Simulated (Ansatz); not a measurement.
**Lattice energy of solid H2**

The calculation used DFT PBE+D3(BJ), scalar-relativistic, plane waves, PAW in Ansatz.

Plane waves to 420 eV, a k mesh through Γ of 8×8×8 on the computed 2-atom cell and Gaussian smearing (0.02 eV); no spin polarisation.

The relaxed primitive cell holds 1 H2 (symmetry kept; residual pressure -0.01 GPa). Each molecule is also computed alone in a box with 9 Å or more between images, first as cut from the crystal, then relaxed.

```xyz
2
Lattice="-1.7031 1.7031 2.1396 1.7031 -1.7031 2.1396 1.7031 1.7031 -2.1396" Properties=species:S:1:pos:R:3 pbc="T T T"
H     0.0000    0.0000    3.9037
H     0.0000    0.0000    0.3755
```

The lattice energy is -0.046 eV (-4.5 kJ/mol) a molecule against the relaxed free molecules, without zero-point or thermal terms. Free molecules keep the site symmetry that they have in the crystal, and one conformer stands for all of a formula. The molecules are strained by 0.000 eV each in the crystal, which takes 24.8 Å³ a molecule. The gap on the mesh is 8.98 eV in the crystal and 10.11 eV between the free molecule's highest filled and lowest empty level.

Cost: 3 runs of about 0.17 core-minutes in all, on Intel Xeon Platinum 8581C (Emerald Rapids) (shared hosts).